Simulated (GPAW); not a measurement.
# ZrO2 (Fm-3m) in GPAW: single point with PBE

Aim: the single point of ZrO2 with PBE.

All numbers are computed with GPAW 26.7.0; they aren't measurements. Logs are shortened: lines on timing, memory, paths and dates and some standing lists are left out, and cuts for length are marked. The log counts tension as positive stress, the text compression.

## Step 1: The crystal as given

It takes space group Fm-3m (No. 225, cubic). The conventional cell has a = 5.090 Å, b = 5.090 Å, c = 5.090 Å, α = 90.00°, β = 90.00°, γ = 90.00°. Zr (site symmetry m-3m) has 8 O at 2.20 Å as nearest neighbours. O (site symmetry -43m) is surrounded by 4 Zr at 2.20 Å.

Measurements of this composition are mostly on another form, of space group No. 14.

## Step 2: Single point, PBE

Input file run.py:

```python
from ase.dft.bandgap import bandgap
from ase.io import read, write
from ase.units import GPa
from gpaw import GPAW, PW

atoms = read('POSCAR')

calc = GPAW(mode=PW(550),
            xc='PBE',
            kpts={'size': (7, 7, 7), 'gamma': True},
            occupations={'name': 'fermi-dirac', 'width': 0.05},
            nbands=24,
            maxiter=120,
            txt='gpaw.txt')
atoms.calc = calc
energy = atoms.get_potential_energy()
forces = atoms.get_forces()
stress = atoms.get_stress()
calc.write('gs.gpw')
write('result.traj', atoms)
print(f'Energy: {energy:.6f} eV')
print('Forces (eV/A):')
print(forces.round(4))
print('Stress (GPa):', (stress / GPa).round(3))
print('Fermi level:', round(calc.get_fermi_level(), 4), 'eV')
print(f'Gap: {bandgap(calc)[0]:.4f} eV, direct: {bandgap(calc, direct=True)[0]:.4f} eV')
```

Input file POSCAR:

```
ZrO2
1.0
    0.0000000000      2.5450727058      2.5450727058
    2.5450727058      0.0000000000      2.5450727058
    2.5450727058      2.5450727058      0.0000000000
Zr O
1 2
Direct
    0.0000000000      0.0000000000      0.0000000000
    0.7500000000      0.7500000000      0.7500000000
    0.2500000000      0.2500000000      0.2500000000
```

Potentials or basis: GPAW PAW data sets (gpaw-data 1.2.1), pw.

Command:

```sh
OMP_NUM_THREADS=1 python run.py
```

gpaw.txt:

```text
__  _  _
 | _ |_)|_||  |
 |__||  | ||/\| - 26.7.0

Input parameters:
  mode=PW(ecut=550.0),
  kpts=MonkhorstPack(size=(7, 7, 7), gamma=True),
  maxiter=120,
  nbands=24,
  occupations=Occupations(name='fermi-dirac', width=0.05),
  xc=XC(name='PBE')

Diagonalizing LCAO Hamiltonian
Converting LCAO to pw mode

                   O

           O

       Zr

Atoms  # Å, Bohr magnetons
|   | symbol |        x |        y |        z |    initial magnetic moments |
|---|--------|----------|----------|----------|-----------------------------|
| 0 |     Zr | 0.000000 | 0.000000 | 0.000000 | ( 0.0000,  0.0000,  0.0000) |
| 1 |      O | 3.817609 | 3.817609 | 3.817609 | ( 0.0000,  0.0000,  0.0000) |
| 2 |      O | 1.272536 | 1.272536 | 1.272536 | ( 0.0000,  0.0000,  0.0000) |

Unit cell  # Å
| periodic |        x |        y |        z |  lengths |    angles |
|----------|----------|----------|----------|----------|-----------|
|      yes | 0.000000 | 2.545073 | 2.545073 | 3.599276 | 60.000000 |
|      yes | 2.545073 | 0.000000 | 2.545073 | 3.599276 | 60.000000 |
|      yes | 2.545073 | 2.545073 | 0.000000 | 3.599276 | 60.000000 |

Number of symmetries: 48
Symmetry operations  # r_c * U_cc + t_c -> r_c
|    | kind |            matrix            |
|----|------|------------------------------|
|  0 |  σ   |  1, 0, 0,  1, 0,-1,  1,-1, 0 |
|  1 |  C2  |  1, 0, 0,  1,-1, 0,  1, 0,-1 |
|  2 |  E   |  1, 0, 0,  0, 1, 0,  0, 0, 1 |
|  3 |  σ   |  1, 0, 0,  0, 0, 1,  0, 1, 0 |
|  4 |  C4  |  1, 0,-1,  1, 0, 0,  1,-1, 0 |
|  5 |  S6  |  1, 0,-1,  1,-1, 0,  1, 0, 0 |
|  6 |  σ   |  1, 0,-1,  0, 1,-1,  0, 0,-1 |
|  7 |  C3  |  1, 0,-1,  0, 0,-1,  0, 1,-1 |
|  8 |  S6  |  1,-1, 0,  1, 0, 0,  1, 0,-1 |
|  9 |  C4  |  1,-1, 0,  1, 0,-1,  1, 0, 0 |
| 10 |  C3  |  1,-1, 0,  0,-1, 1,  0,-1, 0 |
| 11 |  σ   |  1,-1, 0,  0,-1, 0,  0,-1, 1 |
| 12 |  σ   |  0, 1, 0,  1, 0, 0,  0, 0, 1 |
| 13 |  C4  |  0, 1, 0,  0, 1,-1, -1, 1, 0 |
| 14 |  C3  |  0, 1, 0,  0, 0, 1,  1, 0, 0 |
| 15 |  S6  |  0, 1, 0, -1, 1, 0,  0, 1,-1 |
| 16 |  C2  |  0, 1,-1,  1, 0,-1,  0, 0,-1 |
| 17 |  σ   |  0, 1,-1,  0, 1, 0, -1, 1, 0 |
| 18 |  S4  |  0, 1,-1,  0, 0,-1,  1, 0,-1 |
| 19 |  C4  |  0, 1,-1, -1, 1, 0,  0, 1, 0 |
| 20 |  C3  |  0, 0, 1,  1, 0, 0,  0, 1, 0 |
| 21 |  σ   |  0, 0, 1,  0, 1, 0,  1, 0, 0 |
| 22 |  S6  |  0, 0, 1,  0,-1, 1, -1, 0, 1 |
| 23 |  C4  |  0, 0, 1, -1, 0, 1,  0,-1, 1 |
| 24 |  S4  |  0, 0,-1,  1, 0,-1,  0, 1,-1 |
| 25 |  C3  |  0, 0,-1,  0, 1,-1,  1, 0,-1 |
| 26 |  C2  |  0, 0,-1,  0,-1, 0, -1, 0, 0 |
| 27 |  S6  |  0, 0,-1, -1, 0, 0,  0,-1, 0 |
| 28 |  S4  |  0,-1, 1,  1,-1, 0,  0,-1, 0 |
| 29 |  C4  |  0,-1, 1,  0, 0, 1, -1, 0, 1 |
| 30 |  C2  |  0,-1, 1,  0,-1, 0,  1,-1, 0 |
| 31 |  σ   |  0,-1, 1, -1, 0, 1,  0, 0, 1 |
| 32 |  C3  |  0,-1, 0,  1,-1, 0,  0,-1, 1 |
| 33 |  S6  |  0,-1, 0,  0, 0,-1, -1, 0, 0 |
| 34 |  S4  |  0,-1, 0,  0,-1, 1,  1,-1, 0 |
| 35 |  C2  |  0,-1, 0, -1, 0, 0,  0, 0,-1 |
| 36 |  C2  | -1, 1, 0,  0, 1, 0,  0, 1,-1 |
| 37 |  S6  | -1, 1, 0,  0, 1,-1,  0, 1, 0 |
| 38 |  S4  | -1, 1, 0, -1, 0, 1, -1, 0, 0 |
| 39 |  C3  | -1, 1, 0, -1, 0, 0, -1, 0, 1 |
| 40 |  S6  | -1, 0, 1,  0, 0, 1,  0,-1, 1 |
| 41 |  C2  | -1, 0, 1,  0,-1, 1,  0, 0, 1 |
| 42 |  C3  | -1, 0, 1, -1, 1, 0, -1, 0, 0 |
| 43 |  S4  | -1, 0, 1, -1, 0, 0, -1, 1, 0 |
| 44 |  C2  | -1, 0, 0,  0, 0,-1,  0,-1, 0 |
| 45 |  i   | -1, 0, 0,  0,-1, 0,  0, 0,-1 |
| 46 |  σ   | -1, 0, 0, -1, 1, 0, -1, 0, 1 |
| 47 |  C2  | -1, 0, 0, -1, 0, 1, -1, 1, 0 |

BZ-sampling:
  Number of BZ points: 343
  Number of IBZ points: 20

  Monkhorst-Pack size: [7, 7, 7]
  Monkhorst-Pack shift: [0, 0, 0]

K-points  # in reciprocal-cell coordinates
|     |                                coordinates |     weight |
|-----|--------------------------------------------|------------|
|   0 | (  0.00000000,   0.00000000,   0.00000000) | 0.00291545 |
|   1 | (  0.14285714,   0.14285714,   0.00000000) | 0.01749271 |
|   2 | (  0.14285714,   0.14285714,   0.14285714) | 0.02332362 |
|   3 | (  0.28571429,   0.14285714,   0.14285714) | 0.03498542 |
|   4 | (  0.28571429,   0.28571429,   0.00000000) | 0.01749271 |
|   5 | (  0.28571429,   0.28571429,   0.14285714) | 0.06997085 |
|   6 | (  0.28571429,   0.28571429,   0.28571429) | 0.02332362 |
|   7 | (  0.42857143,  -0.28571429,  -0.28571429) | 0.03498542 |
|   8 | (  0.42857143,   0.28571429,  -0.42857143) | 0.13994169 |
|   9 | (  0.42857143,   0.28571429,  -0.28571429) | 0.06997085 |
| ... |                                            |            |
|  19 | (  0.42857143,   0.42857143,   0.42857143) | 0.02332362 |

Plane wave coefficients: 979
Cutoff: 550.0 eV

Spin-components: 1 (collinear spins)
Bands:           24
Projectors:      16
Spin-degeneracy: 2
Datatype:        complex128

Parallelization:
  kpt:    1
  domain: 1
  band:   1

Density:
  Valence electrons: 24.0
  Components: 1
  Grid points: [20 20 20]
  Charge: 0.0  # |e|

Potential:
  Grid points: [20 20 20]

species:
  Zr:
    name:    Zirconium
    Z:       40.0
    valence: 12
    core:    28
    charge:  0.0  # [|e|]
    compensation charges:
      type: gauss
      rc: 0.40  # [Å]
      lmax: 2
    cutoffs:
      filter: 2.39  # [Å]
      core: 1.59  # [Å]
    projectors
    | kind |    occ | energy [eV] | rcut [Å] |
    |------|--------|-------------|----------|
    |   4s |  2.000 |     -54.478 |    1.323 |
    |   5s |  2.000 |      -4.438 |    1.323 |
    |   4p |  6.000 |     -32.467 |    1.334 |
    |   5p |  0.000 |      -1.470 |    1.334 |
    |   4d |  2.000 |      -3.600 |    1.244 |
    |    d |        |      23.611 |    1.244 |

    Using partial waves for Zr as LCAO basis

  O:
    name:    Oxygen
    Z:       8.0
    valence: 6
    core:    2
    charge:  0.0  # [|e|]
    compensation charges:
      type: gauss
      rc: 0.21  # [Å]
      lmax: 2
    cutoffs:
      filter: 1.17  # [Å]
      core: 0.83  # [Å]
    projectors
    | kind |    occ | energy [eV] | rcut [Å] |
    |------|--------|-------------|----------|
    |   2s |  2.000 |     -23.961 |    0.688 |
    |   2p |  4.000 |      -9.029 |    0.598 |
    |    s |        |       3.251 |    0.688 |
    |    p |        |      18.182 |    0.598 |
    |    d |        |       0.000 |    0.619 |

    Using partial waves for O as LCAO basis

Reference energy: -101975.275837  # eV

eigensolver:
  PPCG
  Converge bands: occupied
  niter=2

density mixing:
  MSR1-Mixer
  Pratt-step length: 0.05
  Maximum mixing coefficient: 0.75
  Old densities: 10
  SVD Regularization: 0.005
  Good broyden scale: 1.0
  Trust region scale: 1.0
  Backstep threshold: 4.0
  History deletion threshold: 6.0
  Fourier metric: weight=20.0, sigma=0.015

occupation numbers:
  Fermi-Dirac:
    width: 0.0500  # eV

poisson solver:
  ecut: 4400.0  # eV

xc functional:
  name: PBE with 2 nearest neighbor stencil

convergence criteria:
- Maximum [total energy] change in last 3 cyles: 0.0005 eV / valence electron
- Maximum integral of absolute [dens]ity change: 0.0001 electrons / valence electron
- Maximum integral of absolute [eigenst]ate change: 4e-08 eV^2 / valence electron
maximum number of iterations: 120

SCF iterations
|iter     | |      energy | eigst |  dens |
|---------|-|-------------|-------|-------|
|iter:   1| |  -31.617088 | -0.08 |       |
|iter:   2| |  -30.478624 | -1.75 | -0.81 |
|iter:   3| |  -27.618451 | -0.91 | -0.86 |
|iter:   4| |  -27.603704 | -2.60 | -1.46 |
|iter:   5| |  -27.611946 | -2.94 | -1.70 |
|iter:   6| |  -27.611196c| -4.27 | -2.69 |
|iter:   7| |  -27.611227c| -5.77 | -3.30 |
|iter:   8| |  -27.611234c| -6.40 | -3.66 |
|iter:   9| |  -27.611234c| -8.11c| -4.64c|

Converged in 9 steps
Energy contributions relative to reference atoms: (reference = -101975.275837)

Energy contributions:
  Kinetic:          21.915578
  Coulomb:         -25.383237
  Zero:              0.357760
  External:          0.000000
  Xc:              -24.501335
  Entropy:          -0.000000
  Spinorbit:         0.000000
  ----------------------------
  Free energy:     -27.611234
  Extrapolated:    -27.611234

dipole moment: (-18.609173, -18.609173, -18.609173)  # |e|*Ang

Fermi level: 9.138
Eigenvalues  # (at kpt = [0.000, 0.000, 0.000])
| band index |      eig [eV] | occ [0-2] |
|------------|---------------|-----------|
|          0 |       -39.955 |     2.000 |
|        ... |               |           |
|          4 |       -10.046 |     2.000 |
|          5 |        -7.492 |     2.000 |
|          6 |         2.936 |     2.000 |
|          7 |         2.936 |     2.000 |
|          8 |         2.936 |     2.000 |
|          9 |         7.627 |     2.000 |
|         10 |         7.627 |     2.000 |
|         11 |         7.627 |     2.000 |
|         12 |        11.506 |     0.000 |
|         13 |        11.506 |     0.000 |
|         14 |        14.733 |     0.000 |
|         15 |        17.507 |     0.000 |
|         16 |        17.507 |     0.000 |
|         17 |        17.507 |     0.000 |
|         18 |        22.535 |     0.000 |
|         19 |        22.535 |     0.000 |
|        ... |               |           |
|         23 |        31.884 |     0.000 |

Gap: 3.442 eV
Transition (v -> c):
  (s=0, k=15, n=11, [0.43, 0.43, -0.14]) -> (s=0, k=0, n=12, [0.00, 0.00, 0.00])
Direct/indirect transitions are different
Direct gap: 3.879 eV
Transition at: (s=0, k=0, n=11, [0.00, 0.00, 0.00])

Forces  # eV/Ang
|        x |        y |       z |
|----------|----------|---------|
| -0.00000 | -0.00000 | 0.00000 |  # Zr   0
| -0.00000 |  0.00000 | 0.00000 |  # O    1
| -0.00000 |  0.00000 | 0.00000 |  # O    2

Stress tensor  # eV/Ang^3
|         x |         y |        z |
|-----------|-----------|----------|
|  0.059751 | -0.000000 | 0.000000 |
| -0.000000 |  0.059751 | 0.000000 |
|  0.000000 |  0.000000 | 0.059751 |

# Writing to gs.gpw (mode='')
```

It took 7.7 s on 1 thread of INTEL XEON PLATINUM 8581C at 2.10GHz (Emerald Rapids), shared host; peak memory 0.15 GiB.

The run converged, but some of its settings lie outside the range that counts as converged, so its numbers aren't taken as properties of the crystal.

Results:

| Property | Result |
| --- | --- |
| Free energy | -27.6112 eV |
| Pressure | -9.6 GPa |
| Band gap on the k mesh | 3.44 eV, indirect (least direct gap 3.88 eV) |

Caveat: the cutoff is short for stress and forces, so pressures can be off by a GPa or more; an odd mesh through Γ misses points on the zone boundary, where band edges often lie.
